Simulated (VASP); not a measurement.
Set up this calculation in VASP 6.6.1, as the native input.

```yaml
Task: band structure
Functional: TB-mBJ
Potentials_or_basis: VASP PAW PBE potentials, release 64 (S, Mg)
Cutoff: 520 eV
k_mesh: 8 × 8 × 4
Occupations: gaussian, width 0.02 eV
Spin: no spin polarisation
Ladder: gaps
Further_INCAR_settings: ALGO = Normal; EDIFF = 1e-06
```

The system is MgS.

```
S Mg
1.0
     4.03462    0.00000    0.00000
    -2.01731    3.49409    0.00000
     0.00000    0.00000    6.43229
S Mg
2 2
Direct
  0.66667 0.33333 0.87924
  0.33333 0.66667 0.37924
  0.33333 0.66667 0.99575
  0.66667 0.33333 0.49575
```

The cell comes from a database or a generator and needn't be the stable form of this composition.

One way to write it, as run:

POSCAR

```
MgS
1.0
    4.0346224068      0.0000000000      0.0000000000
   -2.0173112034      3.4940854990      0.0000000000
    0.0000000000      0.0000000000      6.4322941800
S Mg
2 2
Direct
    0.6666666667      0.3333333333      0.8792441500
    0.3333333333      0.6666666667      0.3792441500
    0.3333333333      0.6666666667      0.9957548500
    0.6666666667      0.3333333333      0.4957548500
```

INCAR.step1

```
SYSTEM = MgS
PREC = Accurate ; ENCUT = 520
EDIFF = 1E-5 ; ISMEAR = 0
SIGMA = 0.02 ; LREAL = .FALSE.
LASPH = .TRUE. ; NELM = 100
ALGO = Normal ; ISIF = 2
LWAVE = .TRUE. ; LCHARG = .FALSE.
GGA = PE
```

INCAR.step2

```
SYSTEM = MgS
PREC = Accurate ; ENCUT = 520
EDIFF = 1E-6 ; ISMEAR = 0
SIGMA = 0.02 ; LREAL = .FALSE.
LASPH = .TRUE. ; NELM = 100
ALGO = Normal ; ISIF = 2
LWAVE = .FALSE. ; LCHARG = .FALSE.
METAGGA = MBJ ; ISTART = 1
```

KPOINTS

```
regular mesh
0
G
  8 8 4
  0 0 0
```

KPOINTS_OPT

```
path GMKGALHA,LM,KH
20
line-mode
reciprocal
 0.0000000000  0.0000000000  0.0000000000  G
 0.5000000000  0.0000000000  0.0000000000  M

 0.5000000000  0.0000000000  0.0000000000  M
 0.3333333333  0.3333333333  0.0000000000  K

 0.3333333333  0.3333333333  0.0000000000  K
 0.0000000000  0.0000000000  0.0000000000  G

 0.0000000000  0.0000000000  0.0000000000  G
 0.0000000000  0.0000000000  0.5000000000  A

 0.0000000000  0.0000000000  0.5000000000  A
 0.5000000000  0.0000000000  0.5000000000  L

 0.5000000000  0.0000000000  0.5000000000  L
 0.3333333333  0.3333333333  0.5000000000  H

 0.3333333333  0.3333333333  0.5000000000  H
 0.0000000000  0.0000000000  0.5000000000  A

 0.5000000000  0.0000000000  0.5000000000  L
 0.5000000000  0.0000000000  0.0000000000  M

 0.3333333333  0.3333333333  0.0000000000  K
 0.3333333333  0.3333333333  0.5000000000  H
```

Potentials or basis: VASP PAW PBE potentials, release 64 (S, Mg).

Command:

```sh
$ cat potpaw_PBE.64/S/POTCAR potpaw_PBE.64/Mg/POTCAR > POTCAR
$ cp INCAR.step1 INCAR
$ mpirun -np 1 vasp_std > vasp.out
$ cp INCAR.step2 INCAR
$ mpirun -np 1 vasp_std > vasp.out
```

Results of the run:

The band gap on the k mesh is 5.04 eV, direct and the band gap along the path is 5.04 eV, direct.

It took 95 s on 1 thread of Intel(R) Xeon(R) 6975P-C (Granite Rapids) (shared host), peak memory 0.24 GiB.
